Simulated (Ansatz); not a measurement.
Runs of Ansatz 0.2.0 on Ge. It takes space group P6_3/mmc (No. 194, hexagonal). The conventional cell has a = 3.998 Å, b = 3.998 Å, c = 6.599 Å, α = 90.00°, β = 90.00°, γ = 120.00°. Ge (site symmetry 3m) has 4 Ge at 2.45 to 2.47 Å as nearest neighbours. This isn't the form of Ge at room conditions, which is diamond.

```tsv
task	level	cell	smearing	gap on the mesh (eV)	pressure (GPa)	relaxed volume (Å³/atom)	largest force (eV/Å)
relaxation of cell and atoms	BLYP+D4	relaxed	fermi-dirac 0.05 eV	0.19	0.0	(a)	-
single point	PBE	as given	gaussian 0.029 eV	0.13	3.0	-	0.02
relaxation of cell and atoms	BLYP+D3(BJ)	relaxed	fermi-dirac 0.05 eV	0.19	0.0	23.44	-
single point	PBE	as given	gaussian 0.03 eV	0.13	3.0	-	0.02
```

Alike in all rows: potentials or basis Ansatz PAW; no spin polarisation; k mesh 8 × 8 × 4; cutoff (eV) 420.

Task: Fill in the values left out.

Result: (a) 23.61.

Caveats: the plane-wave basis is chosen anew once the cell has moved, so the energies of steps on either side of that aren't comparable (some runs); the PAW data sets come from PBE, with cores solved anew for the run's functional, which leaves a small shift of forces and pressure (some runs).

A k mesh can miss the band edges, and the runs leave out spin-orbit coupling on Ge.
